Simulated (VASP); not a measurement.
Consider the following.

```xyz
2
Lattice="0.0000 3.0780 3.0780 3.0780 0.0000 3.0780 3.0780 3.0780 0.0000" Properties=species:S:1:pos:R:3 pbc="T T T"
Na     0.0000     0.0000     0.0000
Br     3.0780     3.0780     3.0780
```

The numbers are results of PBE GGA, VASP's PBE PAW potentials (set 64) (plane waves; VASP 6.6.1), not measurements. Run with 520 eV cut-off, 8×8×8 Γ-centred mesh, Gaussian smearing of 0.050 eV, potentials Na_pv Br.

Give the stress tensor in GPa (positive for a compressed cell).

```
-1.00   0.00   0.00
 0.00  -1.00   0.00
 0.00   0.00  -1.00
```
The pressure is its mean diagonal, -1.00 GPa.

The compound is NaBr in the rock salt structure. This cell is one point of a volume scan, at 1.06 of the reference volume.
